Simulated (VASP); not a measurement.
Crystal: GaSb.

```
Sb Ga
1.0
     0.00000    3.05900    3.05900
     3.05900    0.00000    3.05900
     3.05900    3.05900    0.00000
Sb Ga
1 1
Direct
  0.75000 0.75000 0.75000
  0.00000 0.00000 0.00000
```

Program: VASP 6.6.1. Alike in all runs: task band structure; no spin polarisation; cell as given; k mesh 8 × 8 × 8; cutoff (eV) 520; smearing fermi-dirac 0.05 eV.

Question: Order these runs on this cell by their pressure, lowest first.
A. level PW91; potentials or basis VASP PAW PBE potentials, release 64 (Sb, Ga_d); further INCAR settings ALGO = Fast; EDIFF = 1e-06
B. level RPBE; potentials or basis VASP PAW PBE potentials, release 64 (Sb, Ga_d); further INCAR settings ALGO = Fast; EDIFF = 1e-06
C. level LDA; potentials or basis VASP PAW LDA potentials, release 64 (Sb, Ga_d); further INCAR settings ALGO = Fast; EDIFF = 1e-06
D. level r2SCAN; potentials or basis VASP PAW PBE potentials, release 64 (Sb, Ga_d); further INCAR settings ALGO = Normal; EDIFF = 1e-06
E. level BLYP; potentials or basis VASP PAW PBE potentials, release 64 (Sb, Ga_d); further INCAR settings ALGO = Fast; EDIFF = 1e-06

Answer: C (-1.5 GPa), D (0.4 GPa), A (2.4 GPa), B (3.9 GPa), E (5.6 GPa).

Caveats: the PAW data sets were made with another functional, which shifts forces and pressure a little (some runs).
